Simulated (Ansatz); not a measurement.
**Re(0001) with 2 layers of random Re-Pt, 2x2: scattering by chemical disorder**

Aim: the residual resistivity of a random alloy, from Re(0001) with 2 layers of random Re-Pt, 2x2 and longer regions.

Main program and level: Ansatz 0.2.0; Ansatz plane-wave DFT, PBE, PAW files; ballistic transport by layer matching (Landauer), zero bias; PAW set soft_1.

## 1. Set-up

The cell holds 48 atoms: 47 Re and 1 Pt. Its edges and angles: a = 5.522 Å, b = 5.522 Å, c = 26.749 Å, α = 90.0°, β = 90.0°, γ = 120.0°. It derives from Re. Regions: lead, 40 atoms (40 Re); scattering region, 8 atoms (7 Re and 1 Pt). The structure is stacked along c, and the current runs across the ab planes.

## 2. With 2 alloy layers

In 2 layers a share of 0.125 of the sites is given to Pt at random. The layers about the cell's end stay perfect and serve as the lead. Energies from -0.05 to 0.05 eV in steps of 0.05 eV are too few for the program's thermal sum, so it prints no conductance; for a metal the transmission near the Fermi level serves, at a fraction of the cost.

The input, input.yaml:

```yaml
crystal:
  lattice:
    - [5.5216, 0.0, 0.0]
    - [-2.7608, 4.7818458695, 0.0]
    - [0.0, 0.0, 26.7492]
  atoms:
    - { symbol: Re, position: [0.1666666667, 0.3333333333, 0.0416666667] }
    - { symbol: Re, position: [0.1666666667, 0.8333333333, 0.0416666667] }
    - { symbol: Re, position: [0.6666666667, 0.3333333333, 0.0416666667] }
    - { symbol: Re, position: [0.6666666667, 0.8333333333, 0.0416666667] }
    - { symbol: Re, position: [0.3333333333, 0.1666666667, 0.125] }
    - { symbol: Re, position: [0.3333333333, 0.6666666667, 0.125] }
    - { symbol: Re, position: [0.8333333333, 0.1666666667, 0.125] }
    - { symbol: Re, position: [0.8333333333, 0.6666666667, 0.125] }
    - { symbol: Re, position: [0.1666666667, 0.3333333333, 0.2083333333] }
    - { symbol: Re, position: [0.1666666667, 0.8333333333, 0.2083333333] }
    - { symbol: Re, position: [0.6666666667, 0.3333333333, 0.2083333333] }
    - { symbol: Re, position: [0.6666666667, 0.8333333333, 0.2083333333] }
    - { symbol: Re, position: [0.3333333333, 0.1666666667, 0.2916666667] }
    - { symbol: Re, position: [0.3333333333, 0.6666666667, 0.2916666667] }
    - { symbol: Re, position: [0.8333333333, 0.1666666667, 0.2916666667] }
    - { symbol: Re, position: [0.8333333333, 0.6666666667, 0.2916666667] }
    - { symbol: Re, position: [0.1666666667, 0.3333333333, 0.375] }
    - { symbol: Re, position: [0.1666666667, 0.8333333333, 0.375] }
    - { symbol: Re, position: [0.6666666667, 0.3333333333, 0.375] }
    - { symbol: Re, position: [0.6666666667, 0.8333333333, 0.375] }
    - { symbol: Re, position: [0.3333333333, 0.1666666667, 0.4583333333] }
    - { symbol: Re, position: [0.3333333333, 0.6666666667, 0.4583333333] }
    - { symbol: Re, position: [0.8333333333, 0.1666666667, 0.4583333333] }
    - { symbol: Re, position: [0.8333333333, 0.6666666667, 0.4583333333] }
    - { symbol: Re, position: [0.1666666667, 0.3333333333, 0.5416666667] }
    - { symbol: Re, position: [0.1666666667, 0.8333333333, 0.5416666667] }
    - { symbol: Pt, position: [0.6666666667, 0.3333333333, 0.5416666667] }
    - { symbol: Re, position: [0.6666666667, 0.8333333333, 0.5416666667] }
    - { symbol: Re, position: [0.3333333333, 0.1666666667, 0.625] }
    - { symbol: Re, position: [0.3333333333, 0.6666666667, 0.625] }
    - { symbol: Re, position: [0.8333333333, 0.1666666667, 0.625] }
    - { symbol: Re, position: [0.8333333333, 0.6666666667, 0.625] }
    - { symbol: Re, position: [0.1666666667, 0.3333333333, 0.7083333333] }
    - { symbol: Re, position: [0.1666666667, 0.8333333333, 0.7083333333] }
    - { symbol: Re, position: [0.6666666667, 0.3333333333, 0.7083333333] }
    - { symbol: Re, position: [0.6666666667, 0.8333333333, 0.7083333333] }
    - { symbol: Re, position: [0.3333333333, 0.1666666667, 0.7916666667] }
    - { symbol: Re, position: [0.3333333333, 0.6666666667, 0.7916666667] }
    - { symbol: Re, position: [0.8333333333, 0.1666666667, 0.7916666667] }
    - { symbol: Re, position: [0.8333333333, 0.6666666667, 0.7916666667] }
    - { symbol: Re, position: [0.1666666667, 0.3333333333, 0.875] }
    - { symbol: Re, position: [0.1666666667, 0.8333333333, 0.875] }
    - { symbol: Re, position: [0.6666666667, 0.3333333333, 0.875] }
    - { symbol: Re, position: [0.6666666667, 0.8333333333, 0.875] }
    - { symbol: Re, position: [0.3333333333, 0.1666666667, 0.9583333333] }
    - { symbol: Re, position: [0.3333333333, 0.6666666667, 0.9583333333] }
    - { symbol: Re, position: [0.8333333333, 0.1666666667, 0.9583333333] }
    - { symbol: Re, position: [0.8333333333, 0.6666666667, 0.9583333333] }
kpoints:
  mp_grid: { grid: [5, 5, 1] }
hamiltonian:
  xc: pbe
  pseudopotentials: { kind: paw, azcp: { folder: soft_1 } }
scf:
  occupations: { method: fermi_dirac, width: 0.1 }
output:
  transmission:
    leads: [[0, 8]]
    kmesh: [10, 10]
    e_range: [-0.05, 0.05]
    de: 0.05
  write_potential: true
  write_density: true
  volumetric_format: npy
```

Run with:

```bash
ansatz run input.yaml --threads 4 --pin off --max-ram 15360MiB --backend cpu --events-out ev --progress --plain --runs-dir out
```

Numbers of over 12 decimals in the logs are rounded to 6 here.

What it wrote:

```text
Engine: ansatz 0.2.0, x86_64-unknown-linux-gnu
Pseudopotentials: kind: paw
Pseudopotential: Re, paw, valence charge 15, recommended cutoff 420 eV (normal), soft_1/Re.paw.azcp
Pseudopotential: Pt, paw, valence charge 18, recommended cutoff 420 eV (normal), soft_1/Pt.paw.azcp
Functional definition: PBE
  parameter kappa = 0.804
  parameter beta = 0.066725
  exchange = pbe_x(kappa = kappa, mu = beta*pi^2/3)
  correlation = pbe_c(beta = beta)
Crystal: 48 atoms, lattice volume = 706.271 Å³
Basis set: ecut = 420 eV, 13787 PW (Γ)
Bands: 434, of which v1, the nominal top of the filled ones, is band 362 counted from 1 (361 counted from 0)
Symmetry: 12 space group operations
Space group: P-6m2 (ITA 187), of the structure as read, at distance tolerance 8.9e-5 Å
k-points: 5 of 25 (time reversal used)
Non-local potential: Re, projectors of the file, l = 0: 3, l = 1: 2, l = 2: 2, l = 3: 1
Non-local potential: Pt, projectors of the file, l = 0: 3, l = 1: 2, l = 2: 2, l = 3: 1
PAW form: soft (Blöchl's): semilocal exchange-correlation on the pseudo side does not see the compensation charge
PAW one-centre angular grid: Re, 590 points (default); XC on 64 Gauss nodes
PAW one-centre angular grid: Pt, 590 points (default); XC on 64 Gauss nodes
Initial density: superposition of atomic densities (chi_scale 0.1, normalization cell, long waves of neutral atoms (reshape's long-wave potential 2.13 eV rms, cloud 2.87 Å wide))
Initial wavefunctions: pseudopotential atomic-orbital guess
Functional: x = pbe(κ = 0.804, μ = 0.219515), c = pbe(β = 0.066725)
SCF iter   1: F=—  HF=-523407.395322 eV  |F-HF|=—  |Δ(HF+E_count)|=         —  Δρ=1.12e-1  dr2=4.65e2  ethr=3.10e-3  ⟨swp⟩=5.0  Hψ=6550  notcnv=0
preconditioner: auto → Kerker (q_TF=auto, 2.739 Å⁻¹)  [metal: Δε(μ)=0.032 eV  Ē_g=5.730 eV  σ=0.100 eV  W_gap=0.08  n_scr=268 (ndim 8)  ℏωp=25.7 eV  f_vac=0.000  D(μ)=39.77/eV (n_scr^D=380)]
SCF iter   2: F=—  HF=-523389.053601 eV  |F-HF|=—  |Δ(HF+E_count)|=    1.83e1  Δρ=5.38e-2  dr2=1.23e2  ethr=3.10e-3  ⟨swp⟩=2.2  Hψ=4364  notcnv=0  defer=115
SCF iter   3: F=—  HF=-523383.140179 eV  |F-HF|=—  |Δ(HF+E_count)|=    5.91e0  Δρ=9.42e-3  dr2=1.06e1  ethr=3.10e-3  ⟨swp⟩=3.6  Hψ=6241  notcnv=0  defer=120
SCF iter   4: F=—  HF=-523382.838007 eV  |F-HF|=—  |Δ(HF+E_count)|=   3.02e-1  Δρ=3.37e-3  dr2=1.22e0  ethr=1.46e-3  ⟨swp⟩=2.8  Hψ=3894  notcnv=0  defer=124
SCF iter   5: F=—  HF=-523382.815525 eV  |F-HF|=—  |Δ(HF+E_count)|=   2.25e-2  Δρ=1.89e-3  dr2=5.51e-1  ethr=1.69e-4  ⟨swp⟩=2.4  Hψ=2336  notcnv=0  defer=117
SCF iter   6: F=—  HF=-523382.796411 eV  |F-HF|=—  |Δ(HF+E_count)|=   1.91e-2  Δρ=9.05e-4  dr2=1.01e-1  ethr=7.62e-5  ⟨swp⟩=1.0  Hψ=2050  notcnv=0  defer=117
SCF iter   7: F=—  HF=-523382.791633 eV  |F-HF|=—  |Δ(HF+E_count)|=   4.78e-3  Δρ=1.10e-4  dr2=6.50e-4  ethr=1.40e-5  ⟨swp⟩=2.4  Hψ=2406  notcnv=0  defer=110
SCF iter   8: F=—  HF=-523382.791645 eV  |F-HF|=—  |Δ(HF+E_count)|=   1.17e-5  Δρ=3.97e-5  dr2=1.41e-4  ethr=8.99e-8  ⟨swp⟩=2.0  Hψ=3665  notcnv=0  defer=110
SCF iter   9: F=—  HF=-523382.791644 eV  |F-HF|=—  |Δ(HF+E_count)|=   1.30e-6  Δρ=7.87e-6  dr2=7.08e-6  ethr=1.96e-8  ⟨swp⟩=1.8  Hψ=2144  notcnv=0  defer=110
SCF iter  10: F=—  HF=-523382.793260 eV  |F-HF|=—  |Δ(HF+E_count)|=   1.62e-3  Δρ=1.63e-6  dr2=1.58e-7  ethr=9.79e-10  ⟨swp⟩=1.0  Hψ=2154  notcnv=0  defer=110
SCF iter  11: F=-523382.793260 eV  HF=-523382.793260 eV  |F-HF|=1.46e-9  |Δ(HF+E_count)|=   1.39e-8  Δρ=2.82e-7  dr2=1.70e-9  ethr=1.38e-11  ⟨swp⟩=10.0  Hψ=5706  notcnv=0
SCF 1 converged in 11 iterations: F = -523382.793260 eV  dr2 = 1.70e-9
  greatest PAW one-centre occupation: 1.000 electrons in one spin orbital (limit 2), on the Pt atom at site 26 (counted from 0), in its partial waves of l = 0
transmission: 70 of 700 steps passed
transmission: 141 of 700 steps passed
[...]
transmission: 700 of 700 steps passed
SCF converged after 11 iterations
Free energy (F): -523382.793260 eV
Harris-Foulkes:  -523382.793260 eV  (|F-HF|=1.46e-9)
Internal energy: -523381.464487 eV  (E = F + TS)
E sigma→0 (E₀):  -523382.128874 eV
Entropy (-TS):   -1.328772 eV (-27.683 meV/atom)
Fermi energy:    24.081118 eV
--- Per-component energies (eV) ---
  E_band       = -3451.235022
  E_kinetic    = 25190.049041
  E_local      = -37849.307376  (includes V_loc(G=0)·N_el)
  E_nonlocal   = 3969.273337
  E_hartree    = 13299.101635
  E_xc         = -16999.385458
  E_vxc        = -13917.686314  (∫ρ·V_xc dr)
  E_paw        = -418600.494271  (= ΣΔE_a)
  E_vpaw       = -7441.771010  (= ΣTr[D̂ρ^β])
  E_aug_tail   = 0.003487  (compensation charges beyond the density's cutoff)
  E_ewald      = -92390.704881
  E_smearing   = -1.328772  (= −TS)
  E_closure    = -0.000000  (closes the sum)
  Σ components = -523382.793260   (vs F -523382.793260, Δ=0.00e0)
--- Band table (eV; the first three rows and the last of 5) ---
  k-point 0: bands = [... 358 lower, 24.6178, 24.6178, 24.6336, 24.6814, 24.6814, 24.8899, 24.9021, 24.9021, ... 68 higher]
  k-point 1: bands = [... 358 lower, 24.1771, 24.2259, 24.2707, 24.2952, 24.3208, 24.3651, 24.4143, 24.4582, ... 68 higher]
  k-point 2: bands = [... 358 lower, 23.7116, 23.8508, 23.9070, 23.9140, 23.9358, 23.9883, 23.9910, 23.9991, ... 68 higher]
  k-point 4: bands = [... 358 lower, 23.8830, 23.8935, 23.9299, 23.9414, 24.0320, 24.0462, 24.0478, 24.2532, ... 68 higher]
--- Transmission ---
  basis      : 235 plane waves across, 50 finite elements along
  points     : 14, standing for a mesh of 10 x 10
  energies   : 3 from -0.050000 to 0.050000 eV about the Fermi level, 0.050000 eV apart; the leads are filled to 0.000000 eV, and channels, transmission and decay are at 0.000000 eV
  crystal 0  : Re8, at the sites [0, 8], period 4.4582 Å, over 24.52 Å; its Hamiltonian steps by up to 2.8 meV
    offset         : up to 0.0000 Å between an atom of the period and one for which it stands
    channels       : 5.380000e0 a spin
    conductance    : none, the energies end too early or step too widely for 300 K: set another output.transmission.e_range or a lower de, or, where they end at an eighth of basis.ecutwfc, a higher one
  junction   : crystal 0 to crystal 0, 1.53 to 23.82 Å
    transmission   : 4.242314e0 a spin
    conductance    : none, the energies end too early or step too widely for 300 K: set another output.transmission.e_range or a lower de, or, where they end at an eighth of basis.ecutwfc, a higher one
```

Elapsed: 2.4 min, on 4 threads of Intel Xeon Platinum 8488C (Sapphire Rapids), shared host; peak memory 5.7 GiB.

This step gave:

- free energy: -523382.7933 eV
- energy at zero smearing: -523382.1289 eV
- Fermi energy: 24.08 eV
- cell area: 26.40 Å²
- transmission per spin nearest the Fermi level: 4.242
- open channels per spin nearest the Fermi level: 5.38
- step of the lead's potential: 2.8 meV

Per spin. Transmission, zone mean against energy, zero at the Fermi level:

| energy (eV) | transmission, zone mean |
| --- | --- |
| -0.0500 | 4.21 |
| 0.0000 | 4.24 |
| 0.0500 | 4.23 |

Per spin. Open channels, zone mean, lead against energy, zero at the Fermi level:

| energy (eV) | open channels, zone mean, lead |
| --- | --- |
| -0.0500 | 5.32 |
| 0.0000 | 5.38 |
| 0.0500 | 5.08 |

Transmission over k1 and k2. At 0.0000 eV from the Fermi level.

Ten even steps from '0' (1.86) to '9' (8.86):
```
1320231222
2221122222
2017971022
1219999121
1327989723
1121999912
2220179710
2222221122
1222132023
1122111221
```
Columns: k1 (b1) from -0.5 to 0.4; rows upwards: k2 (b2) from -0.5 to 0.4.

Open channels over k1 and k2. At 0.0000 eV from the Fermi level.

Values, 10 rows by 10 columns:
```
 4.0  6.0  4.0  3.0  4.0  6.0  4.0  4.0  4.0  4.0
 5.0  4.0  4.0  4.0  4.0  4.0  4.0  5.0  4.0  4.0
 5.0  3.0  4.0 10.0 10.0 10.0  4.0  3.0  5.0  4.0
 4.0  4.0  4.0 10.0 11.0 11.0 10.0  4.0  4.0  4.0
 4.0  6.0  4.0 10.0 11.0 10.0 11.0 10.0  4.0  6.0
 4.0  4.0  4.0  4.0 10.0 11.0 11.0 10.0  4.0  4.0
 5.0  4.0  5.0  3.0  4.0 10.0 10.0 10.0  4.0  3.0
 5.0  4.0  4.0  5.0  4.0  4.0  4.0  4.0  4.0  4.0
 4.0  4.0  4.0  4.0  4.0  6.0  4.0  3.0  4.0  6.0
 4.0  4.0  5.0  5.0  4.0  4.0  4.0  5.0  5.0  4.0
```
Columns: k1 (b1) from -0.5 to 0.4; rows upwards: k2 (b2) from -0.5 to 0.4.

Over the solved energies the transmission per spin lies between 4.21 and 4.24, out of 5.26 channels of the lead on average (up to 5.38).

## 3. With 6 alloy layers

In 6 layers a share of 0.125 of the sites is given to Pt at random. A fresh draw is used; the growth of the resistance with length is what counts.

System of this step: Re(0001) with 6 layers of random Re-Pt, 2x2. The cell holds 64 atoms: 61 Re and 3 Pt. Cell: a = 5.522 Å, b = 5.522 Å, c = 35.666 Å, α = 90.0°, β = 90.0°, γ = 120.0°. It derives from Re. Regions: lead, 40 atoms (40 Re); scattering region, 24 atoms (21 Re and 3 Pt). The structure is stacked along c, and the current runs across the ab planes.

The input, input.yaml:

```yaml
crystal:
  lattice:
    - [5.5216, 0.0, 0.0]
    - [-2.7608, 4.7818458695, 0.0]
    - [0.0, 0.0, 35.6656]
  atoms:
    - { symbol: Re, position: [0.1666666667, 0.3333333333, 0.03125] }
    - { symbol: Re, position: [0.1666666667, 0.8333333333, 0.03125] }
    - { symbol: Re, position: [0.6666666667, 0.3333333333, 0.03125] }
    - { symbol: Re, position: [0.6666666667, 0.8333333333, 0.03125] }
    - { symbol: Re, position: [0.3333333333, 0.1666666667, 0.09375] }
    - { symbol: Re, position: [0.3333333333, 0.6666666667, 0.09375] }
    - { symbol: Re, position: [0.8333333333, 0.1666666667, 0.09375] }
    - { symbol: Re, position: [0.8333333333, 0.6666666667, 0.09375] }
    - { symbol: Re, position: [0.1666666667, 0.3333333333, 0.15625] }
    - { symbol: Re, position: [0.1666666667, 0.8333333333, 0.15625] }
    - { symbol: Re, position: [0.6666666667, 0.3333333333, 0.15625] }
    - { symbol: Re, position: [0.6666666667, 0.8333333333, 0.15625] }
    - { symbol: Re, position: [0.3333333333, 0.1666666667, 0.21875] }
    - { symbol: Re, position: [0.3333333333, 0.6666666667, 0.21875] }
    - { symbol: Re, position: [0.8333333333, 0.1666666667, 0.21875] }
    - { symbol: Re, position: [0.8333333333, 0.6666666667, 0.21875] }
    - { symbol: Re, position: [0.1666666667, 0.3333333333, 0.28125] }
    - { symbol: Re, position: [0.1666666667, 0.8333333333, 0.28125] }
    - { symbol: Re, position: [0.6666666667, 0.3333333333, 0.28125] }
    - { symbol: Re, position: [0.6666666667, 0.8333333333, 0.28125] }
    - { symbol: Re, position: [0.3333333333, 0.1666666667, 0.34375] }
    - { symbol: Pt, position: [0.3333333333, 0.6666666667, 0.34375] }
    - { symbol: Re, position: [0.8333333333, 0.1666666667, 0.34375] }
    - { symbol: Re, position: [0.8333333333, 0.6666666667, 0.34375] }
    - { symbol: Re, position: [0.1666666667, 0.3333333333, 0.40625] }
    - { symbol: Re, position: [0.1666666667, 0.8333333333, 0.40625] }
    - { symbol: Re, position: [0.6666666667, 0.3333333333, 0.40625] }
    - { symbol: Re, position: [0.6666666667, 0.8333333333, 0.40625] }
    - { symbol: Pt, position: [0.3333333333, 0.1666666667, 0.46875] }
    - { symbol: Re, position: [0.3333333333, 0.6666666667, 0.46875] }
    - { symbol: Re, position: [0.8333333333, 0.1666666667, 0.46875] }
    - { symbol: Re, position: [0.8333333333, 0.6666666667, 0.46875] }
    - { symbol: Re, position: [0.1666666667, 0.3333333333, 0.53125] }
    - { symbol: Pt, position: [0.1666666667, 0.8333333333, 0.53125] }
    - { symbol: Re, position: [0.6666666667, 0.3333333333, 0.53125] }
    - { symbol: Re, position: [0.6666666667, 0.8333333333, 0.53125] }
    - { symbol: Re, position: [0.3333333333, 0.1666666667, 0.59375] }
    - { symbol: Re, position: [0.3333333333, 0.6666666667, 0.59375] }
    - { symbol: Re, position: [0.8333333333, 0.1666666667, 0.59375] }
    - { symbol: Re, position: [0.8333333333, 0.6666666667, 0.59375] }
    - { symbol: Re, position: [0.1666666667, 0.3333333333, 0.65625] }
    - { symbol: Re, position: [0.1666666667, 0.8333333333, 0.65625] }
    - { symbol: Re, position: [0.6666666667, 0.3333333333, 0.65625] }
    - { symbol: Re, position: [0.6666666667, 0.8333333333, 0.65625] }
    - { symbol: Re, position: [0.3333333333, 0.1666666667, 0.71875] }
    - { symbol: Re, position: [0.3333333333, 0.6666666667, 0.71875] }
    - { symbol: Re, position: [0.8333333333, 0.1666666667, 0.71875] }
    - { symbol: Re, position: [0.8333333333, 0.6666666667, 0.71875] }
    - { symbol: Re, position: [0.1666666667, 0.3333333333, 0.78125] }
    - { symbol: Re, position: [0.1666666667, 0.8333333333, 0.78125] }
    - { symbol: Re, position: [0.6666666667, 0.3333333333, 0.78125] }
    - { symbol: Re, position: [0.6666666667, 0.8333333333, 0.78125] }
    - { symbol: Re, position: [0.3333333333, 0.1666666667, 0.84375] }
    - { symbol: Re, position: [0.3333333333, 0.6666666667, 0.84375] }
    - { symbol: Re, position: [0.8333333333, 0.1666666667, 0.84375] }
    - { symbol: Re, position: [0.8333333333, 0.6666666667, 0.84375] }
    - { symbol: Re, position: [0.1666666667, 0.3333333333, 0.90625] }
    - { symbol: Re, position: [0.1666666667, 0.8333333333, 0.90625] }
    - { symbol: Re, position: [0.6666666667, 0.3333333333, 0.90625] }
    - { symbol: Re, position: [0.6666666667, 0.8333333333, 0.90625] }
    - { symbol: Re, position: [0.3333333333, 0.1666666667, 0.96875] }
    - { symbol: Re, position: [0.3333333333, 0.6666666667, 0.96875] }
    - { symbol: Re, position: [0.8333333333, 0.1666666667, 0.96875] }
    - { symbol: Re, position: [0.8333333333, 0.6666666667, 0.96875] }
kpoints:
  mp_grid: { grid: [5, 5, 1] }
hamiltonian:
  xc: pbe
  pseudopotentials: { kind: paw, azcp: { folder: soft_1 } }
scf:
  occupations: { method: fermi_dirac, width: 0.1 }
output:
  transmission:
    leads: [[0, 8]]
    kmesh: [10, 10]
    e_range: [-0.05, 0.05]
    de: 0.05
  write_potential: true
  write_density: true
  volumetric_format: npy
```

What it wrote:

```text
[...]
Crystal: 64 atoms, lattice volume = 941.695 Å³
Basis set: ecut = 420 eV, 18377 PW (Γ)
Bands: 582, of which v1, the nominal top of the filled ones, is band 485 counted from 1 (484 counted from 0)
Symmetry: 1 space group operations
[...]
k-points: 13 of 25 (time reversal used)
[...]
SCF iter   1: F=—  HF=-700658.204718 eV  |F-HF|=—  |Δ(HF+E_count)|=         —  Δρ=1.48e-1  dr2=1.95e3  ethr=3.10e-3  ⟨swp⟩=5.0  Hψ=22790  notcnv=0
[...]
SCF iter  11: F=-700603.549135 eV  HF=-700603.549135 eV  |F-HF|=7.80e-9  |Δ(HF+E_count)|=   1.13e-8  Δρ=2.81e-7  dr2=8.22e-9  ethr=1.03e-11  ⟨swp⟩=2.0  Hψ=13873  notcnv=0
SCF 1 converged in 11 iterations: F = -700603.549135 eV  dr2 = 8.22e-9
[...]
transmission: 339 of 3380 steps passed
transmission: 676 of 3380 steps passed
[...]
transmission: 3380 of 3380 steps passed
SCF converged after 11 iterations
Free energy (F): -700603.549135 eV
[...]
Internal energy: -700601.836957 eV  (E = F + TS)
E sigma→0 (E₀):  -700602.693046 eV
Entropy (-TS):   -1.712178 eV (-26.753 meV/atom)
Fermi energy:    24.128270 eV
[...]
--- Band table (eV; the first three rows and the last of 13) ---
  k-point 0: bands = [... 481 lower, 24.8164, 24.8572, 24.8645, 24.8930, 24.9175, 24.9361, 24.9592, 24.9732, ... 93 higher]
  k-point 1: bands = [... 481 lower, 24.2088, 24.2398, 24.2949, 24.3133, 24.3266, 24.3491, 24.3610, 24.3819, ... 93 higher]
  k-point 2: bands = [... 481 lower, 23.7860, 23.8530, 23.9033, 23.9356, 23.9576, 23.9816, 24.0115, 24.0549, ... 93 higher]
  k-point 12: bands = [... 481 lower, 23.8933, 23.9096, 23.9246, 24.0398, 24.0773, 24.1102, 24.1601, 24.1733, ... 93 higher]
--- Transmission ---
  basis      : 235 plane waves across, 65 finite elements along
  points     : 52, standing for a mesh of 10 x 10
[...]
channels       : 5.380000e0 a spin
[...]
junction   : crystal 0 to crystal 0, -1.53 to 29.68 Å
    transmission   : 3.179205e0 a spin
[...]
```

Wall time 11 min (4 threads); peak memory 10 GiB.

Numbers from this step:

```yaml
free_energy: -700603.5491 eV
energy_at_zero_smearing: -700602.6930 eV
fermi_energy: 24.13 eV
transmission_per_spin_nearest_the_fermi_level: 3.179
step_of_the_lead_s_potential: 6.4 meV
```

Per spin. Transmission, zone mean against energy, zero at the Fermi level:

| energy (eV) | transmission, zone mean |
| --- | --- |
| -0.0500 | 3.22 |
| 0.0000 | 3.18 |
| 0.0500 | 3.09 |

Over the solved energies the transmission per spin lies between 3.09 and 3.22, out of 5.26 channels of the lead on average (up to 5.38).

[end of part 1 of 2]

[Logs are printed without paths, hosts, clocks, repeated set-up lines and the standing remarks that a program may print on its own settings, such as how far it seeks lower states.]

[Hosts, paths, dates, database ids (printed as entryN), source tags and the programs' standing remarks are cut or masked in the printed files.]
